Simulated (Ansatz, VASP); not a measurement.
## SiC: VASP beside Ansatz

The input POSCAR:

```
SiC
1.0
    2.6201228660      0.0000000000      0.0000000000
    0.0000000000      2.6201228660      0.0000000000
    0.0000000000      0.0000000000      2.6201228660
Si C
1 1
Direct
    0.0000000000      0.0000000000      0.0000000000
    0.5000000000      0.5000000000      0.5000000000
```

File INCAR.step1:

```
PREC = Accurate ; ENCUT = 520
EDIFF = 1E-5 ; ISMEAR = -1
SIGMA = 0.02 ; LREAL = F
LASPH = T ; NELM = 100
ALGO = Normal ; ISIF = 2
LWAVE = T ; LCHARG = F
NBANDS = 11 ; GGA = PE
```

Contents of INCAR.step2:

```
PREC = Accurate ; ENCUT = 520
EDIFF = 1E-6 ; ISMEAR = -1
SIGMA = 0.02 ; LREAL = F
LASPH = T ; NELM = 100
ALGO = Normal ; ISIF = 2
LWAVE = F ; LCHARG = F
GGA = PE ; LHFCALC = T
AEXX = 0.35 ; HFSCREEN = 0.2078
PRECFOCK = Normal ; NBANDS = 11
ISTART = 1
```

File KPOINTS:

```
Automatic mesh
0
Gamma
  4 4 4
```

Input for Ansatz:

```yaml
crystal:
  lattice:
    - [2.620122866, 0.0, 0.0]
    - [0.0, 2.620122866, 0.0]
    - [0.0, 0.0, 2.620122866]
  atoms:
    - { symbol: Si, position: [0.0, 0.0, 0.0] }
    - { symbol: C, position: [0.5, 0.5, 0.5] }
kpoints:
  mp_grid: { grid: [4, 4, 4] }
hamiltonian:
  xc:
    exchange: pbe
    correlation: pbe
    exx: { coeff: 0.35, omega: 0.2078 }
scf:
  occupations: { method: fermi_dirac, width: 0.02 }
  n_extra_bands: 4
output:
  forces: true
  stress: true
  eigenvalues: true
```

Alike in both runs: task single point; functional PBE-based screened hybrid; k mesh 4 × 4 × 4; occupations fermi-dirac, width 0.02 eV; no spin polarisation.

|  | VASP | Ansatz |
| --- | --- | --- |
| version | VASP 6.6.1 | Ansatz 0.2.0 |
| potentials or method | VASP PAW PBE potentials, release 64 (Si, C) | plane waves |
| plane-wave cutoff (eV) | 520 | 420 |
| valence electrons in the cell | 8 | 8 |

|  | VASP | Ansatz | Ansatz less VASP |
| --- | --- | --- | --- |
| pressure (GPa) | -7.0 | -6.5 | +0.51 |

Ansatz warned: «filled_band_counts_differ_across_k_points».

Caveats: the k mesh is coarse (spacing up to 0.60 Å⁻¹), so the values aren't converged; the PAW data sets were made with another functional, which shifts forces and pressure a little (VASP).
